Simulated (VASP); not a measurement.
# BN (R3m) in VASP: a series of runs

Aim: see how the results for BN move with the level of theory and the settings. Levels: PBEsol+D4, PBEsol+rVV10. Tasks: relaxation of cell and atoms.

Program: VASP 6.6.1. These are calculated values, not measurements. Logs are shortened: lines on timing, memory, paths and dates and some standing lists are left out, and cuts for length are marked.

## 1. The crystal as given

It takes space group R3m (No. 160, trigonal). Conventional cell: a = 2.502 Å, b = 2.502 Å, c = 10.119 Å, α = 90.00°, β = 90.00°, γ = 120.00°. Around N (site symmetry 3m) lie 3 B at 1.44 Å. B (site symmetry 3m) is surrounded by 3 N at 1.44 Å.

The cell is a database's computed one.

## 2. Relaxation of cell and atoms, PBEsol+D4

Contents of INCAR:

```
ALGO = Normal
EDIFF = 1E-6
EDIFFG = -0.005
ENCUT = 600
GGA = PS
IBRION = 2
ISIF = 3
ISMEAR = -1
IVDW = 13
LASPH = T
LCHARG = F
LREAL = F
LWAVE = F
NELM = 100
NSW = 60
PREC = Accurate
SIGMA = 0.05
```

Contents of KPOINTS:

```
k-points
0
Gamma
  12 12 12
```

Contents of POSCAR:

```
BN
1.0
    1.2511217832      0.7223354983      3.3729344033
   -1.2511217832      0.7223354983      3.3729344033
    0.0000000000     -1.4446709966      3.3729344033
N B
1 1
Direct
    0.6672382000      0.6672382000      0.6672382000
    0.0003288000      0.0003288000      0.0003288000
```

Potentials or basis: VASP PAW PBE potentials, release 64 (N, B).

Started as:

```sh
cat potpaw_PBE.64/N/POTCAR potpaw_PBE.64/B/POTCAR > POTCAR
mpirun -np 1 vasp_std > vasp.out
```

OUTCAR:

```text
EDIFF = 1E-6
   EDIFFG = -0.005
   ENCUT = 600
   GGA = PS
   IBRION = 2
   ISIF = 3
   ISMEAR = -1
   IVDW = 13
   LASPH = T
   LREAL = F
   NELM = 100
   NSW = 60
   PREC = Accurate

 ion  position               nearest neighbor table
   1  0.667  0.667  0.667-   2 1.44   2 1.44   2 1.44
   2  0.000  0.000  0.000-   1 1.44   1 1.44   1 1.44

  LATTYP: Found a trigonal (rhomboedric) cell.
 ALAT       =     3.6692997666
 COS(alpha) =     0.7674786797

  Lattice vectors:

 A1 = (   1.2511217832,   0.7223354983,   3.3729344033)
 A2 = (  -1.2511217832,   0.7223354983,   3.3729344033)
 A3 = (   0.0000000000,  -1.4446709966,   3.3729344033)

Analysis of symmetry for initial positions (statically):
=====================================================================
 Subroutine PRICEL returns:
 Original cell was already a primitive cell.

 Routine SETGRP: Setting up the symmetry group for a
 trigonal (rhombohedral) supercell.

 Subroutine GETGRP returns: Found  6 space group operations
 (whereof  6 operations were pure point group operations)
 out of a pool of 12 trial point group operations.

The static configuration has the point symmetry C_3v.

Analysis of symmetry for dynamics (positions and initial velocities):
=====================================================================
 Subroutine PRICEL returns:
 Original cell was already a primitive cell.

 Routine SETGRP: Setting up the symmetry group for a
 trigonal (rhombohedral) supercell.

 Subroutine GETGRP returns: Found  6 space group operations
 (whereof  6 operations were pure point group operations)
 out of a pool of 12 trial point group operations.

The dynamic configuration has the point symmetry C_3v.

 Subroutine INISYM returns: Found  6 space group operations
 (whereof  6 operations are pure point group operations),
 and found     1 'primitive' translations

----------------------------------------------------------------------------------------

                                     Primitive cell

  volume of cell :      18.2893

  direct lattice vectors                    reciprocal lattice vectors
     1.251121783  0.722335498  3.372934403     0.399641351  0.230733042  0.098825916
    -1.251121783  0.722335498  3.372934403    -0.399641351  0.230733042  0.098825916
     0.000000000 -1.444670997  3.372934403     0.000000000 -0.461466083  0.098825916

  length of vectors
     3.669299767  3.669299767  3.669299767     0.471929558  0.471929558  0.471929558

  position of ions in fractional coordinates (direct lattice)
     0.667238200  0.667238200  0.667238200
     0.000328800  0.000328800  0.000328800

  ion indices of the primitive-cell ions
   primitive index   ion index
                 1           1
                 2           2

----------------------------------------------------------------------------------------

 KPOINTS: k-points

Automatic generation of k-mesh.
 Grid dimensions read from file:
 generate k-points for:   12   12   12

 Generating k-lattice:

  Cartesian coordinates                     Fractional coordinates (reciprocal lattice)
     0.033303446  0.019227753  0.008235493     0.083333333  0.000000000  0.000000000
    -0.033303446  0.019227753  0.008235493     0.000000000  0.083333333  0.000000000
     0.000000000 -0.038455507  0.008235493     0.000000000  0.000000000  0.083333333

  Length of vectors
     0.039327463  0.039327463  0.039327463

  Shift w.r.t. Gamma in fractional coordinates (k-lattice)
     0.000000000  0.000000000  0.000000000

 Subroutine IBZKPT returns following result:
 ===========================================

 Found    189 irreducible k-points:

 Following reciprocal coordinates:
            Coordinates               Weight
  0.000000  0.000000  0.000000      1.000000
  0.083333 -0.000000 -0.000000      6.000000
  0.166667 -0.000000  0.000000      6.000000
  0.250000 -0.000000 -0.000000      6.000000
  0.333333 -0.000000  0.000000      6.000000
  0.416667 -0.000000 -0.000000      6.000000
[... 16 lines left out ...]
  0.500000  0.166667 -0.000000     12.000000
 -0.416667  0.166667  0.000000     12.000000
 [... further k-points ...]
   k-points           NKPTS =    189   k-points in BZ     NKDIM =    189   number of bands    NBANDS=      8
   number of dos      NEDOS =    301   number of ions     NIONS =      2
   total plane-waves  NPLWV =  27000
   dimension x,y,z NGX =    30 NGY =   30 NGZ =   30
   dimension x,y,z NGXF=    60 NGYF=   60 NGZF=   60
   ions per type =               1   1
   NGX,Y,Z   is equivalent  to a cutoff of  13.59, 13.59, 13.59 a.u.
   NGXF,Y,Z  is equivalent  to a cutoff of  27.18, 27.18, 27.18 a.u.
 SYSTEM =  unknown system
   PREC   = accura    normal or accurate (medium, high low for compatibility)
   ISTART =      0    job   : 0-new  1-cont  2-samecut
   ICHARG =      2    charge: 1-file 2-atom 10-const
   ISPIN  =      1    spin polarized calculation?
   LNONCOLLINEAR =      F non collinear calculations
   LSORBIT =      F    spin-orbit coupling
   LASPH  =      T    aspherical Exc in radial PAW
   ENCUT  =  600.0 eV  44.10 Ry    6.64 a.u.   7.33  7.33  7.33*2*pi/ulx,y,z
   NELM   =    100;   NELMIN=  2; NELMDL= -5     # of ELM steps
   EDIFF  = 0.1E-05   stopping-criterion for ELM
   LREAL  =      F    real-space projection
   EDIFFG = -.5E-02   stopping-criterion for IOM
   NSW    =     60    number of steps for IOM
   IBRION =      2    ionic relax: 0-MD 1-quasi-New 2-CG
   NFREE  =      1    steps in history (QN), initial steepest desc. (CG)
   ISIF   =      3    stress and relaxation
   ISYM   =      2    0-nonsym 1-usesym 2-fastsym
   POTIM  = 0.5000    time-step for ionic-motion
   TEBEG  =    0.0;   TEEND  =   0.0 temperature during run
   PSTRESS=    0.0 pullay stress
   NELECT =       8.0000    total number of electrons
   NUPDOWN=      -1.0000    fix difference up-down
   EMIN   =  10.00;   EMAX   =-10.00  energy-range for DOS
   EFERMI =   0.00;   METHOD = LEGACY
   ISMEAR =    -1;   SIGMA  =   0.05  broadening in eV -4-tet -1-fermi 0-gaus
   EFERMI_NEDOS =   21; number of points for ismear=-14 and -15
   IALGO  =     38    algorithm
   IMIX   =      4    mixing-type and parameters
     AMIX     =   0.40;   BMIX     =  1.00
     AMIX_MAG =   1.60;   BMIX_MAG =  1.00
  volume/ion in A,a.u.               =       9.14        61.71
  Fermi-wavevector in a.u.,A,eV,Ry     =   1.242717  2.348395 21.012099  1.544346
  Thomas-Fermi vector in A             =   2.377059
   LORBIT       =      0    0 simple, 1 ext, 2 COOP (PROOUT), +10 PAW based schemes
   GGA     = PS    functional components
   LHFCALC =     F    Hartree Fock is set to
   AEXX    =    0.0000 exact exchange contribution
   IVDW    =    13    specifies the selected vdW correction
   LEPSILON=     F    determine dielectric tensor
   LRPA    =     F    only Hartree local field effects (RPA)
 conjugate gradient relaxation of ions
 non-spin polarized calculation
  energy-cutoff  :      600.00
  volume of cell :       18.29
 maximum number of plane-waves:       624
 NGX is ok and might be reduce to    30
   NGX = 15   NGY = 15   NGZ = 15

--------------------------------------- Ionic step        1  -------------------------------------------

 number of electron       8.0000000 magnetization

 Free energy of the ion-electron system (eV)
  ---------------------------------------------------
  ext. energy  EPLUGINS =         0.00000000
  ---------------------------------------------------
  free energy    TOTEN  =       -18.28800152 eV

  energy without entropy =      -18.28800152  energy(sigma->0) =      -18.28800152

------------------------ aborting loop because EDIFF is reached ----------------------------------------

  DFT-D4 for vdW energy calculation

  Edisp (eV):   -0.18233

  FORCE on cell =-STRESS in cart. coord.  units (eV):
  Direction    XX          YY          ZZ          XY          YZ          ZX
  --------------------------------------------------------------------------------------
  -------------------------------------------------------------------------------------
  Total      -0.01296    -0.01296    -0.15221     0.00000     0.00000     0.00000
  in kB      -1.13514    -1.13514   -13.33387     0.00000     0.00000     0.00000
  external pressure =       -5.20 kB  Pullay stress =        0.00 kB
[... 97 lines left out ...]
  FREE ENERGIE OF THE ION-ELECTRON SYSTEM (eV)
  ---------------------------------------------------
  free  energy   TOTEN  =       -18.4722030834 eV

  energy  without entropy=      -18.4722030833  energy(sigma->0) =      -18.47220308

[... ionic steps 4 to 15 ...]

--------------------------------------- Ionic step       16  -------------------------------------------

 number of electron       8.0000000 magnetization

------------------------ aborting loop because EDIFF is reached ----------------------------------------

  DFT-D4 for vdW energy calculation

  Edisp (eV):   -0.19185
[... 69 lines left out ...]
  energy  without entropy=      -18.4751283256  energy(sigma->0) =      -18.47512833

--------------------------------------- Ionic step       18  -------------------------------------------

 number of electron       8.0000000 magnetization

 Free energy of the ion-electron system (eV)
  ---------------------------------------------------
  ext. energy  EPLUGINS =         0.00000000
  ---------------------------------------------------
  free energy    TOTEN  =       -18.28301648 eV

  energy without entropy =      -18.28301648  energy(sigma->0) =      -18.28301648

 E-fermi :   3.6082     XC(G=0): -10.5803

 val. band max:        2.5141502986   @ k =  -0.3333   0.2500  -0.0000
 cond. band min:       6.5468418439   @ k =   0.5000   0.5000  -0.0000
 fundamental gap:      4.0326915453
 Fermi energy:         3.6081726989

 k-point     1 :       0.0000    0.0000    0.0000
  band No.  band energies     occupation
      1     -15.3083      2.00000
      2      -1.3703      2.00000
      3       1.2489      2.00000
      4       1.2489      2.00000
      5       7.8162      0.00000
      6      14.1596      0.00000
      7      14.1596      0.00000
      8      15.7065      0.00000
[... 243 lines left out ...]
 k-point    24 :      -0.4167    0.1667    0.0000
  band No.  band energies     occupation
      1     -11.7750      2.00000
      2      -6.1454      2.00000
      3      -2.8864      2.00000
      4       2.2366      2.00000
      5       7.6765      0.00000
      6      13.9785      0.00000
      7      16.0979      0.00000
      8      16.9534      0.00000

 [... further k-points ...]

------------------------ aborting loop because EDIFF is reached ----------------------------------------

  DFT-D4 for vdW energy calculation

  Edisp (eV):   -0.19211

  FORCE on cell =-STRESS in cart. coord.  units (eV):
  Direction    XX          YY          ZZ          XY          YZ          ZX
  --------------------------------------------------------------------------------------
  -------------------------------------------------------------------------------------
  Total      -0.00931    -0.00931     0.00421     0.00000     0.00000     0.00000
  in kB      -0.86175    -0.86175     0.39011     0.00000     0.00000     0.00000
  external pressure =       -0.44 kB  Pullay stress =        0.00 kB
[... 17 lines left out ...]
  FREE ENERGIE OF THE ION-ELECTRON SYSTEM (eV)
  ---------------------------------------------------
  free  energy   TOTEN  =       -18.4751311926 eV

  energy  without entropy=      -18.4751311926  energy(sigma->0) =      -18.47513119

 reached required accuracy - stopping structural energy minimisation
```

Wall time 11 min (1 thread of AMD EPYC 7R43 (Zen 3), shared host); peak memory 0.15 GiB.

What came out:

| Item | Value |
| --- | --- |
| Free energy | -18.4751 eV |
| Relaxed volume | 8.65 Å³/atom |
| Relaxed cell | a = 3.504 Å, b = 3.504 Å, c = 3.504 Å, α = 41.84°, β = 41.84°, γ = 41.84° |
| Space group after relaxing (to 0.05 Å) | R3m (No. 160) |
| Energy gained by relaxing | 2.4 meV/atom |
| Ionic steps | 18 |
| Pressure after relaxing | 0.0 GPa |
| Largest force after relaxing | 0.003 eV/Å |
| Band gap on the k mesh | 4.03 eV, indirect (least direct gap 4.65 eV) |
| Dispersion energy per atom | -0.096 eV |

Forces on the atoms (eV/Å):
```
N    0.000  0.000  0.003
B    0.000  0.000 -0.003
```

Stress tensor (GPa, compression positive):
```
-0.09  0.00  0.00
 0.00 -0.09  0.00
 0.00  0.00  0.04
```

Step by step:
| step | energy change (eV) | largest force (eV/Å) | pressure (GPa) | volume (Å³) |
| --- | --- | --- | --- | --- |
| 1 | 0.0000 | 0.0026 | -0.52 | 18.29 |
| 2 | -0.0005 | 0.0019 | -0.26 | 18.21 |
| 3 | -0.0019 | 0.0155 | 0.47 | 17.98 |
| 4 | -0.0030 | 0.0435 | 2.07 | 17.51 |
| 5 | -0.0031 | 0.0436 | 2.01 | 17.50 |
| 6 | -0.0034 | 0.0441 | 1.84 | 17.46 |
| 7 | -0.0040 | 0.0453 | 1.50 | 17.40 |
| 8 | -0.0046 | 0.0482 | 0.76 | 17.26 |
| 9 | -0.0038 | 0.0561 | -0.61 | 17.00 |
| 10 | -0.0046 | 0.0497 | 0.47 | 17.20 |
| 11 | -0.0047 | 0.0431 | 0.36 | 17.22 |
| 12 | -0.0048 | 0.0230 | 0.10 | 17.27 |
| 13 | -0.0047 | 0.0173 | -0.43 | 17.36 |
| 14 | -0.0048 | 0.0101 | -0.05 | 17.30 |
| 15 | -0.0048 | 0.0075 | -0.08 | 17.30 |
| 16 | -0.0048 | 0.0049 | -0.26 | 17.33 |
| 17 | -0.0048 | 0.0060 | -0.11 | 17.31 |
| 18 | -0.0048 | 0.0033 | -0.04 | 17.31 |

Final structure:
```yaml
crystal:
  lattice:
    - [1.25104, 0.72229, 3.19214]
    - [-1.25104, 0.72229, 3.19214]
    - [0.00000, -1.44457, 3.19214]
  atoms:
    - { symbol: N, position: [0.66733, 0.66733, 0.66733] }
    - { symbol: B, position: [0.00024, 0.00024, 0.00024] }
```

Caveat: the PAW data sets were made with another functional, which shifts forces and pressure a little. A k mesh can miss the band edges.

## 3. Relaxation of cell and atoms, PBEsol+rVV10

Contents of INCAR:

```
SYSTEM = BN
  PREC = Accurate
  ENCUT = 600
  EDIFF = 1E-7
  ISMEAR = -1
  SIGMA = 0.05
  LREAL = .False.
  LASPH = .True.
  NELM = 80
  ALGO = Fast
  ISIF = 3
  LWAVE = .False.
  LCHARG = .False.
  GGA = PS
  LUSE_VDW = .True.
  IVDW_NL = 2
  BPARAM = 20.0
  CPARAM = 0.0093
  IBRION = 2
  NSW = 40
  EDIFFG = -0.02
```

Contents of KPOINTS:

```
Automatic mesh
0
Gamma
  12 12 12
  0 0 0
```

POSCAR is that of step 2.

Potentials or basis: VASP PAW PBE potentials, release 64 (N, B).

Started as:

```sh
cat potpaw_PBE.64/N/POTCAR potpaw_PBE.64/B/POTCAR > POTCAR
mpirun -np 1 vasp_std > vasp.out
```

Run time: 7.7 min. Hardware: 1 thread of AMD EPYC 7R43 (Zen 3), shared host; peak memory 0.28 GiB.

It converged, with:

```
Free energy                            : -18.2068 eV
Relaxed volume                         : 9.01 Å³/atom
Relaxed cell                           : a = 3.618 Å, b = 3.618 Å, c = 3.618 Å, α = 40.50°, β = 40.50°, γ = 40.50°
Space group after relaxing (to 0.05 Å) : R3m (No. 160)
Energy gained by relaxing              : 0.5 meV/atom
Ionic steps                            : 6
Pressure after relaxing                : -0.1 GPa
Largest force after relaxing           : 0.019 eV/Å
Band gap on the k mesh                 : 4.12 eV, indirect (least direct gap 4.62 eV)
```

Forces on the atoms (eV/Å):
```
N    0.000  0.000  0.019
B    0.000  0.000 -0.019
```

Stress tensor (GPa, compression positive):
```
 0.05  0.00  0.00
 0.00  0.05  0.00
 0.00  0.00 -0.31
```

Step by step:
```
step  energy change (eV)  largest force (eV/Å)  pressure (GPa)  volume (Å³)
   1              0.0000                0.0026            0.54        18.29
   2              0.0002                0.0017           -1.60        18.37
   3             -0.0002                0.0009           -0.30        18.32
   4             -0.0003                0.0011           -0.27        18.29
   5             -0.0006                0.0070           -0.20        18.20
   6             -0.0010                0.0190           -0.07        18.02
```

Final structure:
```yaml
crystal:
  lattice:
    - [1.25237, 0.72306, 3.31656]
    - [-1.25237, 0.72306, 3.31656]
    - [0.00000, -1.44611, 3.31656]
  atoms:
    - { symbol: N, position: [0.66718, 0.66718, 0.66718] }
    - { symbol: B, position: [0.00039, 0.00039, 0.00039] }
```

Levels at points of the mesh, in eV from the valence-band top:
```
           k point  band 2  band 3  band 4  band 5  band 6  band 7
(0.00, 0.00, 0.00)   -4.08   -1.25   -1.25    5.02   11.63   11.63
(0.50, 0.00, 0.00)   -8.93   -4.04   -0.56    5.23    9.86   12.89
(0.50, 0.50, 0.00)   -8.79   -4.11   -1.21    4.12    9.81   14.13
(0.50, 0.50, 0.50)   -6.27   -1.27   -1.27   10.13   11.55   11.55
```

Caveat: the PAW data sets were made with another functional, which shifts forces and pressure a little. A k mesh can miss the band edges.

## 4. For comparison

An earlier run on the cell as given: functional PBEsol; potentials or basis VASP PAW PBE potentials, release 64 (N, B); cutoff 520 eV; k mesh 12 × 12 × 12; occupations fermi-dirac, width 0.05 eV; no spin polarisation.

- Pressure: 1.0 GPa
- Band gap on the k mesh: 4.18 eV, indirect (least direct gap 4.63 eV)

## 5. The runs side by side

```csv
task,level,cell,cutoff (eV),ladder,gap on the mesh (eV),pressure (GPa),relaxed volume (Å³/atom)
relaxation of cell and atoms,PBEsol+D4,relaxed,600,-,4.03,0.0,8.65
relaxation of cell and atoms,PBEsol+rVV10,relaxed,600,-,4.12,-0.1,9.01
single point,PBEsol,as given,520,free,4.18,1.0,-
```

Alike in all rows: potentials or basis VASP PAW PBE potentials, release 64 (N, B); no spin polarisation; k mesh 12 × 12 × 12; smearing fermi-dirac 0.05 eV.

Caveats: the PAW data sets were made with another functional, which shifts forces and pressure a little.

Absolute energies hang on the potentials; compare differences alone.
